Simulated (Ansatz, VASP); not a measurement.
**Tl in VASP and in Ansatz**

```
Tl
1.0
    -1.94100    1.94100    1.94100
     1.94100   -1.94100    1.94100
     1.94100    1.94100   -1.94100
Tl
1
Direct
  0.00000 0.00000 0.00000
```

Alike in both runs: task single point; functional LDA; k mesh 13 × 13 × 13; occupations fermi-dirac, width 0.05 eV; no spin polarisation.

|  | VASP | Ansatz |
| --- | --- | --- |
| version | VASP 6.6.1 | Ansatz 0.2.0 |
| potentials or method | VASP PAW LDA potentials, release 64 (Tl_d), cutoff 520 eV | all-electron LAPW, scalar-relativistic |

```tsv
	VASP	Ansatz	Ansatz less VASP
pressure (GPa)	-2.5	-2.5	-0.02
```

Ansatz ran all-electron here, so the differences hold the error of VASP's frozen core and of both bases.

Spin-orbit coupling is left out, which matters for the levels of Tl.
